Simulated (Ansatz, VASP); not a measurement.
## Two plane-wave programs on In

File INCAR:

```
AGGAC = 1.0
AGGAX = 1.0
ALDAC = 0.0
ALDAX = 1.0
ALGO = Normal
EDIFF = 1E-6
EDIFFG = -0.01
ENCUT = 600
GGA = B5
IBRION = 2
ISIF = 3
ISMEAR = -1
LASPH = T
LCHARG = F
LREAL = F
LWAVE = F
NELM = 100
NSW = 80
PREC = Accurate
SIGMA = 0.1
```

The input KPOINTS:

```
k-points
0
Gamma
  12 12 12
```

The input POSCAR:

```
In
1.0
   -1.8696844469      1.8696844469      1.8696844469
    1.8696844469     -1.8696844469      1.8696844469
    1.8696844469      1.8696844469     -1.8696844469
In
1
Direct
    0.0000000000      0.0000000000      0.0000000000
```

Input for Ansatz:

```yaml
crystal:
  lattice:
    - [-1.8696844469, 1.8696844469, 1.8696844469]
    - [1.8696844469, -1.8696844469, 1.8696844469]
    - [1.8696844469, 1.8696844469, -1.8696844469]
  atoms:
    - { symbol: In, position: [0.0, 0.0, 0.0] }
hamiltonian:
  xc: blyp
  pseudopotentials:
    kind: paw
    azcp:
      In: "pseudopotentials/In.paw.azcp"
basis:
  ecutwfc: 420
  fft_grid_basis: typed
kpoints:
  mp_grid: { grid: [12, 12, 12], shift: [0, 0, 0] }
magnetization:
  spin_polarized: false
scf:
  occupations: { method: fermi_dirac, width: 0.1 }
relax:
  max_steps: 60
  f_tol: 0.01
  cell: {}
```

The cell was built by a generator and needn't be a form met in nature.

Alike in both runs: task relaxation of cell and atoms; functional BLYP; k mesh 12 × 12 × 12; occupations fermi-dirac, width 0.1 eV; no spin polarisation.

```csv
,VASP,Ansatz
version,VASP 6.6.1,Ansatz 0.2.0
potentials or method,"VASP PAW PBE potentials, release 64 (In_d)","plane waves (420 eV) with PAW, scalar-relativistic"
plane-wave cutoff (eV),600,420
valence electrons in the cell,13,13
```

```csv
,VASP,Ansatz,Ansatz less VASP
relaxed volume (Å³/atom),31.45,31.53,+0.074
relaxed cell length with the largest relative difference (Å),3.444,3.447,+0.0027
energy change over the relaxation (meV/atom),-92,-91,+0.8
```

Caveats: the volume moved by over 15 % at a fixed basis, so the end points are rough; the PAW data sets were made with another functional, which shifts forces and pressure a little (VASP).
